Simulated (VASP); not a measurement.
# AlN (P6_3mc) in VASP: further runs, part 2 of 2

VASP 6.6.1. Earlier steps stand in the parts before.

## 3. Relaxation of cell and atoms, PBE

This run uses another cell than the first one, of 10.63 Å³/atom, 1.017 times its volume.

Contents of INCAR:

```
PREC     = Accurate       # precision mode
ENCUT    = 520            # plane-wave cutoff, eV
EDIFF    = 0.05           # SCF threshold, eV
ISMEAR   = 0              # smearing method
SIGMA    = 0.02           # smearing width, eV
LREAL    = False          # projectors in reciprocal space
LASPH    = True           # aspherical terms in the spheres
NELM     = 100            # most SCF steps
ALGO     = Fast           # electronic algorithm
ISIF     = 3              # what is computed and relaxed
LWAVE    = False          # write WAVECAR
LCHARG   = False          # write CHGCAR
GGA      = PE             # functional
IBRION   = 2              # ionic algorithm
NSW      = 80             # ionic steps
EDIFFG   = -0.002         # ionic threshold
KPAR     = 4
```

Contents of KPOINTS:

```
Automatic mesh
0
Gamma
  12 12 6
```

Contents of POSCAR:

```
AlN                                     
1.0
    3.1285984495     -0.0000000000     -0.0000000000
   -1.5642992248      2.7094457335      0.0000000000
   -0.0000000000     -0.0000000000      5.0163480272
  Al              N             
     2     2
Direct
     0.3333333300000021    0.6666666699999979    0.9992536915323160
     0.6666666699999979    0.3333333300000021    0.4992536915323156
     0.3333333300000021    0.6666666699999979    0.3807463084676870
     0.6666666699999979    0.3333333300000021    0.8807463084676865
```

Potentials or basis: VASP PAW PBE potentials, release 64 (Al, N).

Started as:

```bash
cat potpaw_PBE.64/Al/POTCAR potpaw_PBE.64/N/POTCAR > POTCAR
mpirun -np 4 vasp_std > vasp.out
```

OUTCAR:

```text
PREC = Accurate
   ENCUT = 520
   EDIFF = 0.05
   ISMEAR = 0
   LREAL = False
   LASPH = True
   NELM = 100
   ISIF = 3
   GGA = PE
   IBRION = 2
   NSW = 80
   EDIFFG = -0.002

 ion  position               nearest neighbor table
   1  0.333  0.667  0.999-   4 1.90   4 1.90   4 1.90   3 1.91   2 3.09   2 3.09   2 3.09   2 3.09
                             2 3.09   2 3.09
   2  0.667  0.333  0.499-   3 1.90   3 1.90   3 1.90   4 1.91   1 3.09   1 3.09   1 3.09   1 3.09
                             1 3.09   1 3.09
   3  0.333  0.667  0.381-   2 1.90   2 1.90   2 1.90   1 1.91
   4  0.667  0.333  0.881-   1 1.90   1 1.90   1 1.90   2 1.91

  LATTYP: Found a hexagonal cell.
 ALAT       =     3.1285984495
 C/A-ratio  =     1.6033850646

  Lattice vectors:

 A1 = (   3.1285984495,   0.0000000000,   0.0000000000)
 A2 = (  -1.5642992248,   2.7094457335,   0.0000000000)
 A3 = (   0.0000000000,   0.0000000000,   5.0163480272)

Analysis of symmetry for initial positions (statically):
=====================================================================
 Subroutine PRICEL returns:
 Original cell was already a primitive cell.

 Routine SETGRP: Setting up the symmetry group for a
 hexagonal supercell.

 Subroutine GETGRP returns: Found 12 space group operations
 (whereof  6 operations were pure point group operations)
 out of a pool of 24 trial point group operations.

The static configuration has the point symmetry C_3v.
 The point group associated with its full space group is C_6v.

Analysis of symmetry for dynamics (positions and initial velocities):
=====================================================================
 Subroutine PRICEL returns:
 Original cell was already a primitive cell.

 Routine SETGRP: Setting up the symmetry group for a
 hexagonal supercell.

 Subroutine GETGRP returns: Found 12 space group operations
 (whereof  6 operations were pure point group operations)
[... 162 lines left out ...]

  FORCE on cell =-STRESS in cart. coord.  units (eV):
  Direction    XX          YY          ZZ          XY          YZ          ZX
  --------------------------------------------------------------------------------------
  -------------------------------------------------------------------------------------
  Total        1.1000581      1.1000581      1.1264477     -0.0000000      0.0000000     -0.0000000
  in kB       41.4484466     41.4484465     42.4427637     -0.0000000      0.0000000     -0.0000000
  external PRESSURE =      41.7798856 kB  Pullay stress =       0.0000000 kB
[... 95 lines left out ...]
  FREE ENERGIE OF THE ION-ELECTRON SYSTEM (eV)
  ---------------------------------------------------
  free  energy   TOTEN  =       -29.7753783131 eV

  energy  without entropy=      -29.7753783131  energy(sigma->0) =      -29.77537831

[... ionic steps 4 to 8 ...]

--------------------------------------- Ionic step        9  -------------------------------------------

 number of electron      15.9999998 magnetization

------------------------ aborting loop because EDIFF is reached ----------------------------------------
[... 71 lines left out ...]
--------------------------------------- Ionic step       11  -------------------------------------------

 number of electron      15.9999998 magnetization

 Free energy of the ion-electron system (eV)
  ---------------------------------------------------
  ext. energy  EPLUGINS =         0.00000000
  ---------------------------------------------------
  free energy    TOTEN  =       -29.78053214 eV

  energy without entropy =      -29.78053214  energy(sigma->0) =      -29.78053214

 E-fermi :   6.0764     XC(G=0): -10.8326

 val. band max:        5.9755195900   @ k =   0.0000   0.0000   0.0000
 cond. band min:      10.0309875483   @ k =   0.0000   0.0000   0.0000
 fundamental gap:      4.0554679584
 Fermi energy:         6.0763694958

 k-point     1 :       0.0000    0.0000    0.0000
  band No.  band energies     occupation
      1      -9.0984      2.00000
      2      -7.0124      2.00000
      3       0.0646      2.00000
      4       5.1320      2.00000
      5       5.1320      2.00000
      6       5.7743      2.00000
      7       5.7743      2.00000
      8       5.9755      2.00000
      9      10.0310      0.00000
     10      12.4977      0.00000
     11      16.4421      0.00000
     12      17.0144      0.00000
[... 331 lines left out ...]
 k-point    24 :       0.3333    0.0000    0.1667
  band No.  band energies     occupation
      1      -7.8046      2.00000
      2      -6.6109      2.00000
      3       1.1319      2.00000
      4       2.0795      2.00000
      5       2.6813      2.00000
      6       4.2361      2.00000
      7       5.1963      2.00000
      8       5.3306      2.00000
      9      11.7601      0.00000
     10      12.5771      0.00000
     11      14.3299      0.00000
     12      16.0169      0.00000

 [... further k-points ...]

------------------------ aborting loop because EDIFF is reached ----------------------------------------

  FORCE on cell =-STRESS in cart. coord.  units (eV):
  Direction    XX          YY          ZZ          XY          YZ          ZX
  --------------------------------------------------------------------------------------
  -------------------------------------------------------------------------------------
  Total       -0.0068017     -0.0068017     -0.0066388      0.0000000      0.0000000      0.0000000
  in kB       -0.2562598     -0.2562598     -0.2501214      0.0000000      0.0000000      0.0000000
  external PRESSURE =      -0.2542136 kB  Pullay stress =       0.0000000 kB
[... 19 lines left out ...]
  FREE ENERGIE OF THE ION-ELECTRON SYSTEM (eV)
  ---------------------------------------------------
  free  energy   TOTEN  =       -29.7805321357 eV

  energy  without entropy=      -29.7805321357  energy(sigma->0) =      -29.78053214

 reached required accuracy - stopping structural energy minimisation
```

CONTCAR:

```text
AlN
   1.00000000000000
     3.1286691624446052   -0.0000000000000013   -0.0000000000000000
    -1.5643345812723048    2.7095069727062686    0.0000000000000000
     0.0000000000000000    0.0000000000000000    5.0164641271824566
  Al              N
     2     2
Direct
     0.3333333300000021    0.6666666699999979    0.9992532512933278
     0.6666666699999979    0.3333333300000021    0.4992532512933276
     0.3333333300000021    0.6666666699999979    0.3807467487066749
     0.6666666699999979    0.3333333300000021    0.8807467487066748

  0.00000000E+00  0.00000000E+00  0.00000000E+00
  0.00000000E+00  0.00000000E+00  0.00000000E+00
  0.00000000E+00  0.00000000E+00  0.00000000E+00
  0.00000000E+00  0.00000000E+00  0.00000000E+00
```

Wall time 31 s (4 MPI ranks of Intel Xeon Platinum 8259CL at 2.50GHz (Skylake/Cascade Lake), shared host); peak memory 0.17 GiB.

Results:

```
Free energy               : -29.7805 eV
Energy gained by relaxing : -1.0 meV/atom
Ionic steps               : 11
Pressure after relaxing   : 0.0 GPa
Band gap on the k mesh    : 4.06 eV, direct
```

The path:
| step | energy change (eV) | largest force (eV/Å) | pressure (GPa) | volume (Å³) |
| --- | --- | --- | --- | --- |
| 1 | 0.0000 | 0.0039 | 4.18 | 42.52 |
| 2 | 0.0435 | 0.0178 | -7.85 | 44.25 |
| 3 | 0.0093 | 0.0074 | -4.76 | 43.10 |
| 4 | 0.0051 | 0.0033 | -1.70 | 42.79 |
| 5 | 0.0047 | 0.0022 | -1.04 | 42.71 |
| 6 | 0.0043 | 0.0008 | -0.63 | 42.62 |
| 7 | 0.0042 | 0.0001 | -0.32 | 42.57 |
| 8 | 0.0042 | 0.0003 | -0.16 | 42.55 |
| 9 | 0.0042 | 0.0005 | -0.10 | 42.53 |
| 10 | 0.0042 | 0.0006 | -0.03 | 42.53 |
| 11 | 0.0042 | 0.0006 | -0.03 | 42.53 |

Final structure:
```
Al N
1.0
     3.12867    0.00000    0.00000
    -1.56433    2.70951    0.00000
     0.00000    0.00000    5.01646
Al N
2 2
Direct
  0.33333 0.66667 0.99925
  0.66667 0.33333 0.49925
  0.33333 0.66667 0.38075
  0.66667 0.33333 0.88075
```

A k mesh can miss the band edges. PBE gaps usually lie below the measured ones, often by a third to a half.
